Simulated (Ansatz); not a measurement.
## KF: deformation potentials from a series

```xyz
2
Lattice="0.0000 2.6735 2.6735 2.6735 0.0000 2.6735 2.6735 2.6735 0.0000" Properties=species:S:1:pos:R:3 pbc="T T T"
K     0.0000    0.0000    0.0000
F     2.6735    2.6735    2.6735
```

Atoms are numbered in the order listed.

The cell is COD entry 9008652, as deposited and not checked against the literature; nothing was relaxed.

Theory: DFT, PBEsol, all-electron LAPW, scalar-relativistic (Ansatz 0.2.0).

Numerical set-up: a Γ-centred 9×9×9 k mesh, Fermi–Dirac smearing of 0.01 eV, basis error target 1 meV/atom, no spin polarisation.

The strain is applied along the Cartesian axes of the cell as listed (the other components stay zero). Fractional coordinates are held (clamped ions).

Only quantities that a quadratic follows smoothly over the whole series are listed; rougher ones are left out.

```
εxx = εyy  direct gap at Γ, from the mean of the top three filled levels (eV)  singlet less doublet of the top filled triplet at Γ (eV)
  -0.0200                                                               6.235                                                    -0.034
  -0.0100                                                               6.132                                                    -0.016
   0.0000                                                               6.032                                                     0.000
   0.0200                                                               5.840                                                     0.025
```

Q: Fit the series and give the slopes at zero strain.

A: Least-squares fits y = p0 + p1 x + p2 x² to the rows give direct gap at Γ, from the mean of the top three filled levels (eV): p1 = -9.87, p2 = 14; singlet less doublet of the top filled triplet at Γ (eV): p1 = 1.48, p2 = -11. Without spin–orbit coupling the singlet lies 3b(εzz − εxx) above the doublet in the usual convention, so the shear deformation potential is b = -0.49 eV.

Q: One run, at εxx = εyy = 0.0100, is withheld. Predict its row.

A: The fits give 5.935, 0.014; the run gave 5.935, 0.014.
